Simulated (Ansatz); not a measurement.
**Random displacements in C**

Method: Ansatz, DFT PBE+D3(BJ), scalar-relativistic, plane waves, PAW. Settings: plane waves to 420 eV, k-mesh 24×24×2 (Γ-centred), Gaussian smearing 0.15 eV. No spin polarisation. Energies are free energies at this smearing, counted from the undisturbed cell; pressure is positive in compression.

The undisturbed cell (relaxed at this level; this form isn't the usual structure):

```xyz
4
Lattice="2.4653 0.0000 0.0000 -1.2326 2.1350 0.0000 0.0000 0.0000 23.9223" Properties=species:S:1:pos:R:3 pbc="T T T"
C     0.0000    0.0000   13.6634
C     0.0000    0.0000   10.2589
C     0.0000    1.4233   10.2584
C     1.2326    0.7117   13.6638
```

The atoms are displaced (Å, in the unstrained cell):

```csv
atom,ux,uy,uz
C1,0.295,0.035,0.093
C2,-0.216,-0.029,0.126
C3,-0.197,0.007,-0.085
C4,0.117,-0.013,-0.134
```

Strain (Voigt, engineering shear): (-0.0202, -0.0213, -0.0190, 0.0001, -0.0115, -0.0258).

(1) What are the energy change, the stress and the forces?

## Answers

(1) ΔE = 516.0 meV/atom; stress (xx, yy, zz, yz, xz, xy; compression positive) (15.09, 10.27, -1.57, -0.92, -2.95, 8.48) GPa.
```csv
atom,Fx (eV/Å),Fy,Fz
C1,-11.15,-4.91,-2.45
C2,1.69,1.98,-3.43
C3,-1.69,-1.99,3.41
C4,11.16,4.92,2.47
```

Cost: 1 run of about 0.74 core-minutes, on Intel Xeon 6975P-C (Granite Rapids) (shared hosts).